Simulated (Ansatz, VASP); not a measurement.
Two plane-wave programs on Ru

```
CELL_PARAMETERS angstrom
2.76500 0.00000 0.00000
-1.38250 2.39456 0.00000
0.00000 0.00000 3.84420
ATOMIC_POSITIONS crystal
Ru 0.33333 0.66667 0.25000
Ru 0.66667 0.33333 0.75000
```

Alike in both runs: task single point; functional PBEsol; k mesh 18 × 18 × 10; occupations gaussian, width 0.15 eV; no spin polarisation.

```csv
,VASP,Ansatz
version,VASP 6.6.1,Ansatz 0.2.0
potentials or method,"VASP PAW PBE potentials, release 64 (Ru_pv)","scalar-relativistic, plane waves, PAW"
plane-wave cutoff (eV),520,420
valence electrons in the cell,28,32
```

Ansatz gave:

* gap on the k mesh at the Fermi level (eV): none
* pressure (GPa): 26.6
* largest component of the traceless stress (GPa): 42.46

Problem. Estimate VASP's values.

Solution. gap on the k mesh at the Fermi level (eV): none; pressure (GPa): 26.5; largest component of the traceless stress (GPa): 42.47.

A gap of «none» marks a metal or a gap that the smearing closes. The two sets of potentials don't hold the same shells in valence. Ansatz warned: «pseudo_functional_mismatch».

Caveats: so large a pressure means that the cell lies far from this level's equilibrium, or that cutoff or potentials fall short (VASP); the potentials were made for another functional, which shifts forces and pressure (VASP).
